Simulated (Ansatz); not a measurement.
# GaN (F-43m) in Ansatz: notebook

One crystal, GaN, is run at these levels: HSE06, PBE0; tasks: single point.

Program: Ansatz 0.2.0. These are calculated values, not measurements. Logs are shortened: lines on timing, memory, paths and dates and some standing lists are left out, and cuts for length are marked.

**Experimental background.**

From a printed reference work, textbook, for a bulk crystal of GaN at 0 K: band gap 3.299 eV (direct).

The results are compared with them further down.

## Step 1: The structure

It takes space group F-43m (No. 216, cubic). Conventional cell: a = 4.507 Å, b = 4.507 Å, c = 4.507 Å, α = 90.00°, β = 90.00°, γ = 90.00°. Ga (site symmetry -43m) is surrounded by 4 N at 1.95 Å. N (site symmetry -43m) has 4 Ga at 1.95 Å as nearest neighbours.

The cell is a database's computed one.

## Step 2: Single point, HSE06

input.yaml

```yaml
crystal:
  lattice:
    - [0.0, 2.2535006075, 2.2535006075]
    - [2.2535006075, 0.0, 2.2535006075]
    - [2.2535006075, 2.2535006075, 0.0]
  atoms:
    - { symbol: Ga, position: [0.0, 0.0, 0.0] }
    - { symbol: "N", position: [0.25, 0.25, 0.25] }
kpoints:
  mp_grid: { grid: [8, 8, 8] }
scf:
  occupations: { method: fermi_dirac, width: 0.05 }
hamiltonian:
  xc: hse06
  pseudopotentials: { kind: all_electron, datasets: crystal }
output:
  forces: true
  stress: true
```

Potentials or basis: all-electron PAW datasets made for the crystal.

The run is started by

```console
$ ansatz run input.yaml --threads 8 --pin off --max-ram 24576MiB --backend cpu --events-out ev --progress --plain --runs-dir out
```

What it wrote:

```text
Warning: RAYON_NUM_THREADS=8 ignored (pool sized by the plan → 8); use --threads N
hamiltonian.pseudopotentials.datasets: crystal makes datasets for this crystal and solves the spheres of its atoms anew in each pass: cutoff 490.0 eV, the density's 1960.0 eV;, for an error of 0.50 meV an atom under PBE, 1.0 meV for the cell; an energy difference from a run of another recipe may be off by several times the error for the cell, under r2SCAN by more, where some 0.1 meV an atom stays at smaller errors; N in spheres of 0.873 Å, 5 of its electrons in bands; Ga in spheres of 1.074 Å, 21 of its electrons in bands
Engine: ansatz 0.2.0, x86_64-unknown-linux-gnu
Pseudopotentials: kind: all_electron
Pseudopotential: Ga, paw, valence charge 21, recommended cutoff 490 eV (normal), crystal/all_electron/pbe/scalar/gaussian/Ga, Koelling and Harmon's equation, gaussian nucleus
Pseudopotential: N, paw, valence charge 5, recommended cutoff 490 eV (normal), crystal/all_electron/pbe/scalar/gaussian/N, Koelling and Harmon's equation, gaussian nucleus
Functional definition: HSE06
  parameter a = 0.25
  parameter omega = 0.11/bohr
  exchange = pbe_x - a*pbe_x_sr(omega) + a*exact_x_sr(omega)
  correlation = pbe_c
Crystal: 2 atoms, lattice volume = 22.888 Å³
Basis set: ecut = 490 eV, 537 PW (Γ), exchange–correlation on 48×48×48 points (8 copies of the dense FFT grid, shifted against one another)
Bands: 17, of which v1, the nominal top of the filled ones, is band 13 counted from 1 (12 counted from 0)
Symmetry: 24 space group operations
Space group: F-43m (ITA 216), of the structure as read, at distance tolerance 2.8e-5 Å
k-points: 29 of 512 (time reversal used)
Non-local potential: Ga, projectors of the file, l = 0: 2, l = 1: 3, l = 2: 2
Non-local potential: N, projectors of the file, l = 0: 1, l = 1: 1
PAW form: soft (Blöchl's): semilocal exchange-correlation on the pseudo side does not see the compensation charge
PAW one-centre angular grid: Ga, 590 points (default); XC on its mesh's 1835 points in the sphere
PAW one-centre angular grid: N, 110 points (default); XC on its mesh's 1911 points in the sphere
Initial density: superposition of atomic densities (neutral atoms: chi_scale 0, normalization atom)
Initial wavefunctions: pseudopotential atomic-orbital guess
Functional: x = pbe(κ = 0.804, μ = 0.2195149727645171) + 0.25 (exact − pbe) at short range (hse, ω = 0.20786987370883472 Å⁻¹), c = pbe(β = 0.06672455060314922); HSE06 as pw.x's `hse` composes it (authors' and Libxc's form: `xc: wpbeh`)
iter 1 solved again at ethr=2.68e-2 eV; its pass at ethr=1.00e-1 eV (dr2=6.97e0 eV) is discarded
SCF iter   1: F=—  HF=-54392.725726 eV  |F-HF|=—  |Δ(HF+E_count)|=         —  Δρ=1.65e-1  dr2=7.18e0  ethr=2.68e-2  ⟨swp⟩=2.0  Hψ=2295  notcnv=0
preconditioner: auto → none  [insulator: Δε(μ)=3.102 eV  Ē_g=18.448 eV  σ=0.050 eV  W_gap=1.00  n_scr=8 (ndim 8)  ℏωp=32.9 eV  f_vac=0.000  D(μ)=0.00/eV (n_scr^D=0)]
SCF iter   2: F=—  HF=-54391.283978 eV  |F-HF|=—  |Δ(HF+E_count)|=    1.44e0  Δρ=9.76e-2  dr2=1.55e0  ethr=2.68e-2  ⟨swp⟩=3.2  Hψ=1210  notcnv=0
iter 3 solved again at ethr=2.07e-4 eV; its pass at ethr=5.95e-3 eV (dr2=5.38e-2 eV) is discarded
SCF iter   3: F=—  HF=-54390.852302 eV  |F-HF|=—  |Δ(HF+E_count)|=   4.32e-1  Δρ=2.12e-2  dr2=5.35e-2  ethr=2.07e-4  ⟨swp⟩=2.0  Hψ=2070  notcnv=0
SCF iter   4: F=—  HF=-54390.858038 eV  |F-HF|=—  |Δ(HF+E_count)|=   5.74e-3  Δρ=6.53e-3  dr2=6.08e-3  ethr=2.06e-4  ⟨swp⟩=3.0  Hψ=1036  notcnv=0
SCF iter   5: F=—  HF=-54390.858399 eV  |F-HF|=—  |Δ(HF+E_count)|=   3.61e-4  Δρ=1.73e-3  dr2=5.62e-4  ethr=2.34e-5  ⟨swp⟩=3.0  Hψ=1326  notcnv=0
SCF iter   6: F=—  HF=-54390.859174 eV  |F-HF|=—  |Δ(HF+E_count)|=   7.75e-4  Δρ=5.90e-4  dr2=3.55e-5  ethr=2.16e-6  ⟨swp⟩=3.0  Hψ=1220  notcnv=0
SCF iter   7: F=—  HF=-54390.704688 eV  |F-HF|=—  |Δ(HF+E_count)|=         —  Δρ=1.79e-2  dr2=2.96e-2  ethr=1.37e-7  ⟨swp⟩=4.3  Hψ=2122  notcnv=0  defer=4
SCF iter   8: F=—  HF=-54390.696152 eV  |F-HF|=—  |Δ(HF+E_count)|=   8.54e-3  Δρ=6.86e-3  dr2=4.14e-3  ethr=1.37e-7  ⟨swp⟩=4.0  Hψ=1769  notcnv=0
SCF iter   9: F=—  HF=-54390.694389 eV  |F-HF|=—  |Δ(HF+E_count)|=   1.76e-3  Δρ=6.90e-4  dr2=8.33e-5  ethr=1.37e-7  ⟨swp⟩=4.0  Hψ=1570  notcnv=0
SCF iter  10: F=—  HF=-54390.694907 eV  |F-HF|=—  |Δ(HF+E_count)|=   5.18e-4  Δρ=2.29e-4  dr2=4.09e-6  ethr=1.37e-7  ⟨swp⟩=3.0  Hψ=1514  notcnv=0
SCF iter  11: F=—  HF=-54390.694952 eV  |F-HF|=—  |Δ(HF+E_count)|=   4.52e-5  Δρ=9.98e-5  dr2=1.96e-6  ethr=1.57e-8  ⟨swp⟩=3.0  Hψ=918  notcnv=0
SCF iter  12: F=—  HF=-54390.694950 eV  |F-HF|=—  |Δ(HF+E_count)|=   1.90e-6  Δρ=3.13e-5  dr2=1.17e-7  ethr=7.54e-9  ⟨swp⟩=3.0  Hψ=1245  notcnv=0
SCF iter  13: F=-54390.694946 eV  HF=-54390.694946 eV  |F-HF|=1.24e-8  |Δ(HF+E_count)|=   4.55e-6  Δρ=6.95e-6  dr2=6.06e-9  ethr=4.52e-10  ⟨swp⟩=3.0  Hψ=1134  notcnv=0
SCF 1 converged in 13 iterations: F = -54390.694946 eV  dr2 = 6.06e-9
  Residual-converged pass: ⟨swp⟩=3.0  Hψ=1029  notcnv=0  max |occ|·‖R‖ = 5.1e-6 eV (tolerance 5.3e-6 eV)  dr2=6.45e-9  dr2_onsite=1.36e-8  max |Δocc| = 8.1e-17
hybrid outer 1: dexx = +1.928e-11 eV
hybrid SCF converged: 1 outer / 13 inner (+0 warm-up), last move |dexx| = 1.93e-11 eV
Stability not checked: this state was not tested for a lower state beside it, because the functional holds exact exchange (a hybrid, or Hartree-Fock), whose exchange loop this test does not read (fock_operator; see scf.lower_state_search)
Free energy (F): -54390.694946 eV
Harris-Foulkes:  -54390.694946 eV  (|F-HF|=1.24e-8)
Internal energy: -54390.694946 eV  (E = F + TS)
E sigma→0 (E₀):  -54390.694946 eV
Past the cutoff: the bands carry plane waves up to 1.75 times it, of which those up to 1.5 times it add -0.000210 eV an atom, each by itself; the spheres take 0.000299 eV an atom off the energy for waves past 1.75 times it
Past the cutoffs: a stress includes 0.0002 GPa for waves and charges beyond them, in addition to the slope of what the spheres take
In the spheres:  the bands' charges fall short by 1.2e-4 e at most (sound up to 1e-3)
Fermi energy:    12.092305 eV
--- Per-component energies (eV) ---
  E_band       = -815.678038
  E_kinetic    = 285.325993
  E_local      = -4818.207739  (includes V_loc(G=0)·N_el)
  E_nonlocal   = -1505.771513
  E_hartree    = 2311.046233
  E_xc         = -86.628502
  E_vxc        = -111.530475  (∫ρ·V_xc dr)
  E_exx        = -148.024581  (= α·E_x^exact, valence–valence)
  E_paw        = -56019.951446  (= ΣΔE_a)
  E_vpaw       = -8265.165637  (= ΣTr[D̂ρ^β])
  E_ewald      = -3682.104142
  E_smearing   = -0.000000  (= −TS)
  E_closure    = 9273.620750  (closes the sum)
  Σ components = -54390.694946   (vs F -54390.694946, Δ=0.00e0)
  The terms above E_closure are by the made datasets' own strengths, without shells solved beside the bands.
--- Forces (eV/Å), atoms counted from 1 ---
  atom   1  Ga     0.00000000    -0.00000000    -0.00000000
  atom   2  N     -0.00000000    -0.00000000     0.00000000
  max |Σ_I F_I| component: 1.62e-16 eV/Å
--- Stress (GPa, compression-positive) ---
       -1.160347      -0.000000      -0.000000
       -0.000000      -1.160347       0.000000
       -0.000000       0.000000      -1.160347
  P = ⅓ Tr σ = -1.1603 GPa (-11.603 kbar)
--- Band table (eV; the first three rows and the last of 29) ---
  k-point 0: bands = ["-138.2541", "-87.3606", "-87.3606", "-87.3606", "-6.8601", "-5.0970", "-5.0970", "-5.0970", "-4.7843", "-4.7843", "10.5717", "10.5717", "10.5717", "13.5483"]
  k-point 1: bands = ["-138.2541", "-87.3608", "-87.3606", "-87.3606", "-6.7158", "-5.0778", "-5.0778", "-4.9911", "-4.7859", "-4.7859", "9.0157", "10.3982", "10.3982", "14.6975"]
  k-point 2: bands = ["-138.2540", "-87.3613", "-87.3607", "-87.3607", "-6.4564", "-5.0394", "-5.0394", "-4.7809", "-4.7809", "-4.5302", "6.4489", "10.0133", "10.0133", "16.0322"]
  k-point 28: bands = ["-138.2540", "-87.3616", "-87.3614", "-87.3611", "-6.2176", "-4.9378", "-4.9373", "-4.7916", "-4.7729", "-2.2609", "4.5468", "6.5564", "6.7229", "18.0809"]
```

Wall time 87 s (8 threads of Intel Xeon 6975P-C (Granite Rapids), shared host); peak memory 1.5 GiB.

Results:

```yaml
Free_energy: -54390.6949 eV
Pressure: -1.2 GPa
Band_gap_on_the_k_mesh: 2.98 eV, direct
```

Levels at points of the mesh, in eV from the valence-band top:
| k point | band 9 | band 10 | band 11 | band 12 | band 13 | band 14 |
| --- | --- | --- | --- | --- | --- | --- |
| (0.00, 0.00, 0.00) | -15.36 | -15.36 | 0.00 | 0.00 | 0.00 | 2.98 |
| (0.00, 0.00, -0.50) | -15.32 | -13.65 | -7.53 | -1.04 | -1.04 | 6.09 |
| (0.00, -0.50, -0.50) | -15.29 | -13.09 | -6.56 | -2.90 | -2.90 | 4.45 |

## Step 3: Single point, PBE0

Changes to input.yaml since step 2:

```diff
@@ -13,3 +13,3 @@
 hamiltonian:
-  xc: hse06
+  xc: pbe0
   pseudopotentials: { kind: all_electron, datasets: crystal }
```

Potentials or basis: all-electron PAW datasets made for the crystal.

The run is started by

```console
$ ansatz run input.yaml --threads 8 --pin off --max-ram 24576MiB --backend cpu --events-out ev --progress --plain --runs-dir out
```

It took 3.3 min on 8 threads of Intel Xeon Platinum 8375C at 2.90GHz (Ice Lake), shared host; peak memory 1.5 GiB.

It converged, with:

```
Free energy            : -54390.7995 eV
Pressure               : -1.4 GPa
Band gap on the k mesh : 3.65 eV, direct
```

Levels at points of the mesh, in eV from the valence-band top:
```
             k point  band 10  band 11  band 12  band 13  band 14
  (0.00, 0.00, 0.00)   -15.40     0.00     0.00     0.00     3.65
 (0.00, 0.00, -0.50)   -13.70    -7.60    -1.06    -1.06     6.81
(0.00, -0.50, -0.50)   -13.14    -6.62    -2.93    -2.93     5.17
```

## Step 4: Against experiment

Step 2. Measured gap of GaN: 3.299 eV (direct; 0 K; a printed reference work, textbook). This calculation gives 2.98 eV (-0.32 eV). Spin-orbit coupling on Ga is left out. The value is that of HSE06, without temperature or zero-point motion. The cell is a database's relaxed one, not the measured one, which moves gaps too.

Step 3. Against the measured gap of GaN, 3.299 eV (direct; 0 K; a printed reference work, textbook), the calculated 3.65 eV is off by +0.35 eV. Spin-orbit coupling on Ga is left out. The value is that of PBE0, without temperature or zero-point motion. The cell is a database's relaxed one, not the measured one, which moves gaps too.
